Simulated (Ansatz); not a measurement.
The system is TiCo3.

```xyz
4
Lattice="3.5710 0.0000 0.0000 0.0000 3.5710 0.0000 0.0000 0.0000 3.5710" Properties=species:S:1:pos:R:3 pbc="T T T"
Co    1.7855    1.7855    0.0000
Co    1.7855    0.0000    1.7855
Co    0.0000    1.7855    1.7855
Ti    0.0000    0.0000    0.0000
```

Base run:

```yaml
Program: Ansatz 0.2.0
Functional: PBEsol
Potentials_or_basis: Ansatz PAW
Cutoff: "420 eV (not typed: the program's choice for these potentials)"
k_mesh: 6 × 6 × 6
Occupations: fermi-dirac, width 0.05 eV
Spin: collinear spin, antiferromagnetic start
Starting_moments: "[3.5, -3.5, 3.5, -2.5] μB"
```

Its results: band gap on the k mesh none (metal or under the smearing width); pressure -3.6 GPa.

Task: After a change of settings the same cell gave: band gap on the k mesh none (metal or under the smearing width); pressure -8.2 GPa. Which change was it?
A. spin from collinear spin, antiferromagnetic start to collinear spin, ferromagnetic start; moments at the start from [3.5, -3.5, 3.5, -2.5] to [3.5, 3.5, 3.5, 2.5]
B. spin from collinear spin, antiferromagnetic start to no spin polarisation
C. spin from collinear spin, antiferromagnetic start to collinear spin, ferromagnetic start; moments at the start from [3.5, -3.5, 3.5, -2.5] to [2.0, 2.0, 2.0, 1.0]

Result: B.

Caveats: the PAW data sets come from PBE, with cores solved anew for the run's functional, which leaves a small shift of forces and pressure; the starting moments weren't kept (some runs).

Runs at the PBE level aren't shown here.
